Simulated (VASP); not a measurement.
# TiAl (Pm-3m) in VASP: further runs

The runs below take TiAl through single point, with PBE.

All numbers are computed with VASP 6.6.1; they aren't measurements. Logs are shortened: lines on timing, memory, paths and dates and some standing lists are left out, and cuts for length are marked.

## (1) Starting point

The structure is cubic, space group Pm-3m (No. 221). Conventional cell: a = 3.179 Å, b = 3.179 Å, c = 3.179 Å, α = 90.00°, β = 90.00°, γ = 90.00°. Ti (site symmetry m-3m) has 8 Al at 2.75 Å as nearest neighbours. Around Al (site symmetry m-3m) lie 8 Ti at 2.75 Å.

The cell comes from a database or a generator and needn't be the stable form of this composition.

## (2) Single point, PBE

INCAR

```
SYSTEM = TiAl
  ADDGRID = .FALSE.
  ALGO = Normal
  EDIFF = 1E-6
  ENCUT = 280
  GGA = PE
  ISIF = 2
  ISMEAR = -1
  LASPH = .TRUE.
  LCHARG = .FALSE.
  LREAL = .FALSE.
  LWAVE = .FALSE.
  NELM = 100
  PREC = Accurate
  SIGMA = 0.1
```

KPOINTS

```
k-points
0
G
  5 5 5
  0 0 0
```

POSCAR

```
TiAl
1.0
    3.1790640000      0.0000000000      0.0000000000
    0.0000000000      3.1790640000      0.0000000000
    0.0000000000      0.0000000000      3.1790640000
Ti Al
1 1
Direct
    0.0000000000      0.0000000000      0.0000000000
    0.5000000000      0.5000000000      0.5000000000
```

Potentials or basis: VASP PAW PBE potentials, release 64 (Ti_sv, Al).

Command:

```console
$ cat potpaw_PBE.64/Ti_sv/POTCAR potpaw_PBE.64/Al/POTCAR > POTCAR
$ mpirun -np 1 vasp_std > vasp.out
```

OUTCAR:

```text
SYSTEM = TiAl
   EDIFF = 1E-6
   ENCUT = 280
   GGA = PE
   ISIF = 2
   ISMEAR = -1
   LASPH = .TRUE.
   LREAL = .FALSE.
   NELM = 100
   PREC = Accurate

 Found     10 irreducible k-points:

 Following reciprocal coordinates:
            Coordinates               Weight
  0.000000  0.000000  0.000000      1.000000
  0.200000  0.000000  0.000000      6.000000
  0.400000  0.000000  0.000000      6.000000
  0.200000  0.200000  0.000000     12.000000
  0.400000  0.200000  0.000000     24.000000
  0.400000  0.400000  0.000000     12.000000
   k-points           NKPTS =     10   k-points in BZ     NKDIM =     10   number of bands    NBANDS=     11
   number of dos      NEDOS =    301   number of ions     NIONS =      2
   total plane-waves  NPLWV =   5832
   dimension x,y,z NGX =    18 NGY =   18 NGZ =   18
   dimension x,y,z NGXF=    36 NGYF=   36 NGZF=   36
   ions per type =               1   1
   NGX,Y,Z   is equivalent  to a cutoff of   9.41,  9.41,  9.41 a.u.
   NGXF,Y,Z  is equivalent  to a cutoff of  18.83, 18.83, 18.83 a.u.
 SYSTEM =  TiAl
   PREC   = accura    normal or accurate (medium, high low for compatibility)
   ISTART =      0    job   : 0-new  1-cont  2-samecut
   ICHARG =      2    charge: 1-file 2-atom 10-const
   ISPIN  =      1    spin polarized calculation?
   LNONCOLLINEAR =      F non collinear calculations
   LSORBIT =      F    spin-orbit coupling
   LASPH  =      T    aspherical Exc in radial PAW
   ENCUT  =  280.0 eV  20.58 Ry    4.54 a.u.   4.34  4.34  4.34*2*pi/ulx,y,z
   NELM   =    100;   NELMIN=  2; NELMDL= -5     # of ELM steps
   EDIFF  = 0.1E-05   stopping-criterion for ELM
   LREAL  =      F    real-space projection
   EDIFFG = 0.1E-04   stopping-criterion for IOM
   NSW    =      0    number of steps for IOM
   IBRION =     -1    ionic relax: 0-MD 1-quasi-New 2-CG
   NFREE  =      0    steps in history (QN), initial steepest desc. (CG)
   ISIF   =      2    stress and relaxation
   ISYM   =      2    0-nonsym 1-usesym 2-fastsym
   POTIM  = 0.5000    time-step for ionic-motion
   TEBEG  =    0.0;   TEEND  =   0.0 temperature during run
   PSTRESS=    0.0 pullay stress
   NELECT =      15.0000    total number of electrons
   NUPDOWN=      -1.0000    fix difference up-down
   EMIN   =  10.00;   EMAX   =-10.00  energy-range for DOS
   EFERMI =   0.00;   METHOD = LEGACY
   ISMEAR =    -1;   SIGMA  =   0.10  broadening in eV -4-tet -1-fermi 0-gaus
   EFERMI_NEDOS =   21; number of points for ismear=-14 and -15
   IALGO  =     38    algorithm
   IMIX   =      4    mixing-type and parameters
     AMIX     =   0.40;   BMIX     =  1.00
     AMIX_MAG =   1.60;   BMIX_MAG =  1.00
  volume/ion in A,a.u.               =      16.06       108.41
  Fermi-wavevector in a.u.,A,eV,Ry     =   1.270007  2.399964 21.945065  1.612917
  Thomas-Fermi vector in A             =   2.403017
   LORBIT       =      0    0 simple, 1 ext, 2 COOP (PROOUT), +10 PAW based schemes
   GGA     = PE    functional components
   LHFCALC =     F    Hartree Fock is set to
   AEXX    =    0.0000 exact exchange contribution
   IVDW    =     0    specifies the selected vdW correction
   LEPSILON=     F    determine dielectric tensor
   LRPA    =     F    only Hartree local field effects (RPA)
 non-spin polarized calculation
  energy-cutoff  :      280.00
  volume of cell :       32.13
 maximum number of plane-waves:       349
 NGX is ok and might be reduce to    18
   NGX =  9   NGY =  9   NGZ =  9

 number of electron      14.9999947 magnetization

 Free energy of the ion-electron system (eV)
  ---------------------------------------------------
  ext. energy  EPLUGINS =         0.00000000
  ---------------------------------------------------
  free energy    TOTEN  =       -12.13315333 eV

  energy without entropy =      -12.05581457  energy(sigma->0) =      -12.09448395

 E-fermi :   8.7172     XC(G=0): -11.0890

 val. band max:        8.6207403767   @ k =   0.4000   0.2000   0.0000
 cond. band min:       8.7827122153   @ k =   0.4000   0.2000   0.2000
 fundamental gap:      0.1619718386
 Fermi energy:         8.7171978056

 k-point     1 :       0.0000    0.0000    0.0000
  band No.  band energies     occupation
      1     -48.1053      2.00000
      2     -24.3300      2.00000
      3     -24.3300      2.00000
      4     -24.3300      2.00000
      5      -0.4618      2.00000
      6       7.3342      2.00000
      7       7.3342      2.00000
      8      10.5724      0.00000
      9      10.5724      0.00000
     10      10.5724      0.00000
     11      13.1981      0.00000

 k-point     2 :       0.2000    0.0000    0.0000
  band No.  band energies     occupation
      1     -48.1001      2.00000
      2     -24.3896      2.00000
      3     -24.3250      2.00000
      4     -24.3250      2.00000
      5       0.1627      2.00000
      6       6.8230      2.00000
      7       7.6016      1.99997
      8       9.8050      0.00004
      9       9.8050      0.00004
     10      10.6403      0.00000
     11      11.7364      0.00000

 k-point     3 :       0.4000    0.0000    0.0000
  band No.  band energies     occupation
      1     -48.0916      2.00000
      2     -24.4845      2.00000
      3     -24.3165      2.00000
      4     -24.3165      2.00000
      5       1.8915      2.00000
      6       4.5981      2.00000
      7       8.1170      1.99506
      8       9.0313      0.08287
      9       9.0313      0.08287
     10      10.7550      0.00000
     11      11.6350      0.00000

 k-point     4 :       0.2000    0.2000    0.0000
  band No.  band energies     occupation
      1     -48.0949      2.00000
      2     -24.3855      2.00000
      3     -24.3808      2.00000
      4     -24.3196      2.00000
      5       0.7537      2.00000
      6       7.0953      2.00000
      7       7.2044      2.00000
      8       9.0851      0.04925
      9       9.7620      0.00006
     10      10.1786      0.00000
     11      12.1577      0.00000

 k-point     5 :       0.4000    0.2000    0.0000
  band No.  band energies     occupation
      1     -48.0865      2.00000
      2     -24.4765      2.00000
      3     -24.3731      2.00000
      4     -24.3114      2.00000
      5       2.3452      2.00000
      6       5.0593      2.00000
      7       7.8537      1.99964
      8       8.6207      1.44807
      9       9.1989      0.01605
     10      10.2216      0.00000
     11      11.6691      0.00000

 k-point     6 :       0.4000    0.4000    0.0000
  band No.  band energies     occupation
      1     -48.0783      2.00000
      2     -24.4642      2.00000
      3     -24.4624      2.00000
      4     -24.3034      2.00000
      5       3.3635      2.00000
      6       6.0121      2.00000
      7       6.7361      2.00000
      8       8.2352      1.98399
      9       9.4677      0.00110
     10       9.5784      0.00036
     11      11.5342      0.00000

 [... further k-points ...]

------------------------ aborting loop because EDIFF is reached ----------------------------------------

  FORCE on cell =-STRESS in cart. coord.  units (eV):
  Direction    XX          YY          ZZ          XY          YZ          ZX
  --------------------------------------------------------------------------------------
  -------------------------------------------------------------------------------------
  Total        0.1235707      0.1235707      0.1235707     -0.0000000     -0.0000000      0.0000000
  in kB        6.1620939      6.1620939      6.1620939     -0.0000000     -0.0000000      0.0000000
  external PRESSURE =       6.1620939 kB  Pullay stress =       0.0000000 kB

 VOLUME and BASIS-vectors are now :
 -----------------------------------------------------------------------------
  energy-cutoff  :      280.00
  volume of cell :       32.13
      direct lattice vectors                 reciprocal lattice vectors
     3.179064000  0.000000000  0.000000000     0.314557996  0.000000000  0.000000000
     0.000000000  3.179064000  0.000000000     0.000000000  0.314557996  0.000000000
     0.000000000  0.000000000  3.179064000     0.000000000  0.000000000  0.314557996

 POSITION                                       TOTAL-FORCE (eV/Angst)
 -----------------------------------------------------------------------------------
      0.00000      0.00000      0.00000         0.000000      0.000000      0.000000
      1.58953      1.58953      1.58953         0.000000      0.000000      0.000000
 -----------------------------------------------------------------------------------
    total drift:                               -0.000000      0.000000      0.000000

  FREE ENERGIE OF THE ION-ELECTRON SYSTEM (eV)
  ---------------------------------------------------
  free  energy   TOTEN  =       -12.1331533340 eV

  energy  without entropy=      -12.0558145670  energy(sigma->0) =      -12.09448395
```

Wall time 1.5 s (1 thread of Intel Xeon 6975P-C (Granite Rapids), shared host); peak memory 0.11 GiB.

These settings aren't checked as converged: the numbers below hold their error.

Results:

```yaml
Free_energy: -12.1332 eV
Band_gap_on_the_k_mesh: none (metal or under the smearing width)
```

Caveat: the k mesh is coarse (spacing up to 0.40 Å⁻¹), so the values aren't converged; the cutoff is under 1.25 times the usual one of these potentials, so pressure, stress and relaxed cells hold a basis-set (Pulay) error.

## (3) Single point, PBE

INCAR: that of step 2 with these lines changed.

```diff
@@ -4,3 +4,3 @@
   EDIFF = 1E-6
-  ENCUT = 280
+  ENCUT = 220
   GGA = PE
```

KPOINTS

```
k-points
0
G
  6 6 6
  0 0 0
```

POSCAR is that of step 2.

Potentials or basis: VASP PAW PBE potentials, release 64 (Ti_sv, Al).

Command:

```console
$ cat potpaw_PBE.64/Ti_sv/POTCAR potpaw_PBE.64/Al/POTCAR > POTCAR
$ mpirun -np 1 vasp_std > vasp.out
```

It took 1.5 s on 1 thread of Intel Xeon 6975P-C (Granite Rapids), shared host; peak memory 0.11 GiB.

The run converged, but a check on its numbers failed (symmetry, net force, bounds or a known fault of this set-up), so they aren't taken as properties of the crystal.

Caveat: the cutoff lies under the usual one of these potentials, so the numbers hold a large basis-set error.

## (4) Single point, PBE

INCAR: that of step 3 with these lines changed.

```diff
@@ -4,3 +4,3 @@
   EDIFF = 1E-6
-  ENCUT = 220
+  ENCUT = 400
   GGA = PE
```

KPOINTS

```
k-points
0
G
  5 5 5
  0 0 0
```

POSCAR is that of step 3.

Command:

```console
$ cat potpaw_PBE.64/Ti_sv/POTCAR potpaw_PBE.64/Al/POTCAR > POTCAR
$ mpirun -np 1 vasp_std > vasp.out
```

It took 2 s on 1 thread of Intel Xeon 6975P-C (Granite Rapids), shared host; peak memory 0.13 GiB.

The run converged, but some of its settings lie outside the range that counts as converged, so its numbers aren't taken as properties of the crystal.

What came out:

```
Free energy            : -12.1447 eV
Pressure               : 0.7 GPa
Band gap on the k mesh : none (metal or under the smearing width)
```

Caveat: the k mesh is coarse (spacing up to 0.40 Å⁻¹), so the values aren't converged.

## (5) The reference run

An earlier run on the cell as given: functional PBEsol; potentials or basis VASP PAW PBE potentials, release 64 (Ti_sv, Al); cutoff 520 eV; k mesh 8 × 8 × 8; occupations fermi-dirac, width 0.05 eV; no spin polarisation.

* Pressure: -2.3 GPa
* Band gap on the k mesh: none (metal or under the smearing width)
